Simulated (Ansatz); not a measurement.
Sensitivity of the gradients in SiO2 to the input

This input was run with Ansatz:

```yaml
crystal:
  lattice:
    - [5.0690738885, 0.0, 0.0]
    - [-2.5345369442, 4.3899467611, 0.0]
    - [0.0, 0.0, 8.55848854]
  atoms:
    - { symbol: Si, position: [0.6666666667, 0.3333333333, 0.9371258], spin: 3.0 }
    - { symbol: Si, position: [0.6666666667, 0.3333333333, 0.5628742], spin: 1.0 }
    - { symbol: Si, position: [0.3333333333, 0.6666666667, 0.0628742], spin: 2.0 }
    - { symbol: Si, position: [0.3333333333, 0.6666666667, 0.4371258], spin: 1.0 }
    - { symbol: O, position: [0.0, 0.421258745, 0.0], spin: 2.0 }
    - { symbol: O, position: [0.421258745, 0.421258745, 0.5], spin: 2.0 }
    - { symbol: O, position: [0.578741255, 0.0, 0.5], spin: 1.0 }
    - { symbol: O, position: [0.578741255, 0.578741255, 0.0], spin: 1.0 }
    - { symbol: O, position: [0.0, 0.578741255, 0.5], spin: 3.0 }
    - { symbol: O, position: [0.6666666667, 0.3333333333, 0.75], spin: 1.0 }
    - { symbol: O, position: [0.3333333333, 0.6666666667, 0.25], spin: 3.0 }
    - { symbol: O, position: [0.421258745, 0.0, 0.0], spin: 3.0 }
kpoints:
  mp_grid: { grid: [6, 6, 3] }
scf:
  occupations: { method: fermi_dirac, width: 0.02 }
  eigensolver: { kind: davidson }
hamiltonian:
  xc: pbe
  pseudopotentials: { kind: paw }
output:
  forces: true
  stress: true
  populations: true
  efg: { quadrupole_moments_barn: { O: -0.02558 }, contact_densities: true }
magnetization:
  spin_polarized: true
basis:
  ecutwfc: "200 eV"
  precision: f64
```

It converged. Of its output the block on the nuclei alone is shown, without the SCF iterations, energies, forces and stress (one atom of each set):

```
--- PAW observables at the nuclei: V_zz in 10²¹ V/m², potentials from the cell's mean, atoms counted from 1 ---
  atom   1  Si V_zz =    +0.000310   η = 0.0062   by run symmetry: allowed
            electrostatic potential = -1352.766303 V   contact ρ = 12800.344310 e/Å³   contact ρ_s (e/Å³): all electrons -0.000006, valence -0.000006
  atom   5  O  V_zz =    +7.444316   η = 0.1401   by run symmetry: allowed   C_q = -4.6045 MHz
            electrostatic potential = -609.263214 V   contact ρ = 2156.469093 e/Å³   contact ρ_s (e/Å³): all electrons -0.000000, valence -0.000000
  atom  10  O  V_zz =    +7.879194   η = 0.0000   by run symmetry: allowed   C_q = -4.8735 MHz
            electrostatic potential = -609.225979 V   contact ρ = 2155.835686 e/Å³   contact ρ_s (e/Å³): all electrons +0.000001, valence +0.000001
```

(1) Can these gradients be trusted, and how do they compare with a run on standard settings?

Answers

(1) Not as converged values. Against the standard input the change is `magnetization`: not typed → {spin_polarized: true}; `basis.ecutwfc`: not typed → 200 eV; `scf.eigensolver.kind`: not typed → davidson; `basis.precision`: not typed → f64. A site carries the number of its first atom; V_zz in 10²¹ V/m².

```csv
site,V_zz standard,η standard,V_zz here,η here
Si,-0.074,0.00,<0.005,–
O5,9.61,0.12,7.44,0.14
O10,10.21,0.00,7.88,0.00
```

The largest change of V_zz is on O10, from 10.21 to 7.88. In per cent, |V_zz| changes by -23 on O (all sites that start above 0.5). At these positions the changed run has forces up to 0.4 eV/Å, so its atoms aren't at their own equilibrium. SCF iterations: 6 and 17. New warnings: cutoff below recommended, seeded moment not kept. In the changed run the cutoff of 200 eV lies below the one recommended for these PAW files, so its values aren't converged ones.

On the reference run: The largest force is 0.3 eV/Å, so the atoms aren't at the calculated equilibrium and relaxing them would move these values.
